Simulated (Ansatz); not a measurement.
# C: the cost of one run

Method: DFT r2SCAN, scalar-relativistic, plane waves, PAW, in Ansatz 0.2.0.

1 further run of the same task is left out (set aside as unsound or not needed). Runs told in other sessions of the task aren't counted.

**1. The system as given**

Symmetry: Fd-3m, No. 227, cubic system. The conventional cell has a = 3.560 Å, b = 3.560 Å, c = 3.560 Å, α = 90.00°, β = 90.00°, γ = 90.00°. Around C (site symmetry -43m) lie 4 C at 1.54 Å.

As a file:

```cif
data_structure
_symmetry_space_group_name_H-M 'Fd-3m:1'
_symmetry_Int_Tables_number 227
_cell_length_a 3.5603
_cell_length_b 3.5603
_cell_length_c 3.5603
_cell_angle_alpha 90.000
_cell_angle_beta 90.000
_cell_angle_gamma 90.000
_cell_volume 45.13
loop_
_atom_site_label
_atom_site_type_symbol
_atom_site_symmetry_multiplicity
_atom_site_Wyckoff_symbol
_atom_site_fract_x
_atom_site_fract_y
_atom_site_fract_z
_atom_site_occupancy
C1 C 8 a 0.50000 0.00000 0.50000 1
```

It is the result of an earlier relaxation at this level (volume 5.64 Å³/atom; gap on the mesh: 4.39 eV).

**2. The reference cell**

The reference gives a free energy of -503.1115 eV, pressure 0.00 GPa, largest force 0.000 eV/Å and gap on the mesh 4.39 eV. It was computed beforehand with the settings of the runs below.

**3. Next: one atom moved over a plane**

Atom 1 (C) is moved by p along (1.000, 0.000, 0.000) and q along (0.000, 1.000, 0.000) (Å), all else fixed; its images in the other cells move with it. Points alike by symmetry are run once.

**4. p = -0.300, q = -0.300**

Contents of input.yaml:

```yaml
crystal:
  lattice:
    - [0.0, 1.7801417069, 1.7801417069]
    - [1.7801417069, 0.0, 1.7801417069]
    - [1.7801417069, 1.7801417069, 0.0]
  atoms:
    - { symbol: C, position: [0.5, 0.5, 0.3314740906] }
    - { symbol: C, position: [0.75, 0.75, 0.75] }
basis:
  ecutwfc: 500
kpoints:
  mp_grid: { grid: [12, 12, 12] }
hamiltonian:
  xc: r2scan
scf:
  occupations: { method: gaussian, width: 0.05 }
output:
  forces: true
  stress: true
  eigenvalues: true
  write_density: true
  write_potential: true
  elf: true
  volumetric_format: npy
```

Launch:

```
$ ansatz run input.yaml --threads 2 --pin off --max-ram 5120MiB --backend cpu --events-out ev --progress --plain --runs-dir out
```

What time and memory should one allow on 2 threads of Oxide Virtual Turin-like (Zen 5), shared host?

About 4.5 s, with a peak of 0.42 GiB.
